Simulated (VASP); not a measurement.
A run of VASP 6.6.1:

INCAR

```
  PREC = Accurate
  ENCUT = 520
  EDIFF = 1E-6
  ISMEAR = 0
  SIGMA = 0.05
  LREAL = False
  LASPH = True
  NELM = 80
  ALGO = Normal
  ISIF = 2
  LWAVE = False
  LCHARG = False
  GGA = PE
  IVDW = 12
  NBANDS = 19
```

File KPOINTS:

```
Automatic mesh
0
Gamma
  12 12 6
```

The input POSCAR:

```
TiSe2
1.0
    3.5114702673      0.0000000000      0.0000000000
   -1.7557351337      3.0410224561      0.0000000000
    0.0000000000      0.0000000000      5.9937937798
Ti Se
1 2
Direct
    0.0000000000      0.0000000000      0.0000000000
    0.3333333333      0.6666666667      0.2582927423
    0.6666666667      0.3333333333      0.7417072577
```

Potentials or basis: VASP PAW PBE potentials, release 64 (Ti_sv, Se).

Launch:

```sh
$ cat potpaw_PBE.64/Ti_sv/POTCAR potpaw_PBE.64/Se/POTCAR > POTCAR
$ mpirun -np 1 vasp_std > vasp.out
```

Hardware: 1 thread of AMD EPYC 7R13 Processor (Zen 3), on a shared host.

Q: Estimate the wall time of this run.

A: Wall time 2.2 min on 1 thread of AMD EPYC 7R13 Processor (Zen 3) (shared host), peak memory 0.24 GiB. Counts: scf iterations 15, k points 100.
